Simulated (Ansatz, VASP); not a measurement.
**InSb: VASP beside Ansatz**

```
In Sb
1.0
     0.00000    3.27149    3.23910
     3.27149    0.00000    3.23910
     3.27149    3.27149    0.00000
In Sb
1 1
Direct
  0.00000 0.00000 0.00000
  0.75000 0.75000 0.75000
```

Change from the starting cell: equal xx and yy strain of +1 %.

Alike in both runs: task single point; functional PBE; k mesh 10 × 10 × 10; occupations fermi-dirac, width 0.03 eV; no spin polarisation.

|  | VASP | Ansatz |
| --- | --- | --- |
| version | VASP 6.6.1 | Ansatz 0.2.0 |
| potentials or method | VASP PAW PBE potentials, release 64 (In_d, Sb), cutoff 520 eV | all-electron LAPW, scalar-relativistic |

```csv
,VASP,Ansatz,Ansatz less VASP
pressure (GPa),2.1,2.2,+0.03
largest component of the traceless stress (GPa),0.17,0.16,0.000
```

Ansatz ran all-electron here, so the differences hold the error of VASP's frozen core and of both bases.
